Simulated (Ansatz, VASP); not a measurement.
Two plane-wave programs on HBr

```xyz
4
Lattice="5.4459 0.0000 0.0000 0.0000 5.4459 0.0000 0.0000 0.0000 3.1919" Properties=species:S:1:pos:R:3 pbc="T T T"
H     0.0000    0.0000    0.0000
H     2.7230    2.7230    1.5959
Br    0.0000    0.0000    1.5959
Br    2.7230    2.7230    0.0000
```

Change from the starting cell: strain along c alone, the other axes held, atoms relaxed: -4.5 %.

Alike in both runs: task single point; functional PBEsol; k mesh 6 × 6 × 8; occupations gaussian, width 0.02 eV; no spin polarisation.

|  | VASP | Ansatz |
| --- | --- | --- |
| version | VASP 6.6.1 | Ansatz 0.2.0 |
| potentials or method | VASP PAW PBE potentials, release 64 (H, Br) | scalar-relativistic, plane waves, PAW |
| plane-wave cutoff (eV) | 520 | 420 |
| valence electrons in the cell | 16 | 16 |

```csv
,VASP,Ansatz,Ansatz less VASP
gap on the k mesh at the Fermi level (eV),1.93,1.93,+0.002
least direct gap on the mesh (eV),1.98,1.98,0.000
pressure (GPa),4.0,4.0,+0.02
largest component of the traceless stress (GPa),7.95,7.91,-0.043
```

The functional is the same, so the differences come from potentials, cutoffs and numerics.

Caveats: the PAW data sets were made with another functional, which shifts forces and pressure a little (VASP). A k mesh can miss the band edges.
